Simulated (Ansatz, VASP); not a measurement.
Pt in VASP and in Ansatz

```xyz
2
Lattice="2.7352 0.0000 0.0000 -1.3676 2.3688 0.0000 0.0000 0.0000 4.7174" Properties=species:S:1:pos:R:3 pbc="T T T"
Pt    1.3676    0.7896    3.5381
Pt    0.0000    1.5792    1.1794
```

Alike in both runs: functional PBE; k mesh 18 × 18 × 10; occupations gaussian, width 0.1 eV; no spin polarisation.

Ansatz relaxed the structure, and its values are those at the end. VASP's run is a single point on that final structure, the one shown.

```csv
,VASP,Ansatz
version,VASP 6.6.1,Ansatz 0.2.0
potentials or method,"VASP PAW PBE potentials, release 64 (Pt)","scalar-relativistic, plane waves, PAW"
plane-wave cutoff (eV),520,420
valence electrons in the cell,20,36
```

|  | VASP | Ansatz | Ansatz less VASP |
| --- | --- | --- | --- |
| gap on the k mesh at the Fermi level (eV) | none | none | - |
| pressure (GPa) | 7.4 | 8.0 | +0.55 |

A gap of «none» marks a metal or a gap that the smearing closes. The functional is the same, so the differences come from potentials, cutoffs and numerics. The two sets of potentials don't hold the same shells in valence.

Spin-orbit coupling is left out, which matters for the levels of Pt.
